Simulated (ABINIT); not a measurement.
**LiF (Griceite) in ABINIT: the effect of functional**

LiF (Griceite):

```
F Li
1.0
     0.00000    2.01400    2.01400
     2.01400    0.00000    2.01400
     2.01400    2.01400    0.00000
F Li
1 1
Direct
  0.50000 0.50000 0.50000
  0.00000 0.00000 0.00000
```

Alike in all runs:

```yaml
Program: ABINIT 10.8.3 (patched build)
Task: single point
Potentials_or_basis: PseudoDojo NC SR PBE v0.4.1 standard
Cutoff: 952 eV
k_mesh: 8 × 8 × 8
Occupations: fixed
Spin: no spin polarisation
```

| functional | gap on the mesh (eV) |
| --- | --- |
| PBE0 | 12.13 |
| PBEsol | 8.90 |
| PBE | 9.11 |
| HSE06 | ? |

Question: What does the run with functional HSE06 give?

Answer: gap on the mesh 11.28 eV.

Caveats: Libxc's HSE differs a little from that of other programs (some runs).

A k mesh can miss the band edges.
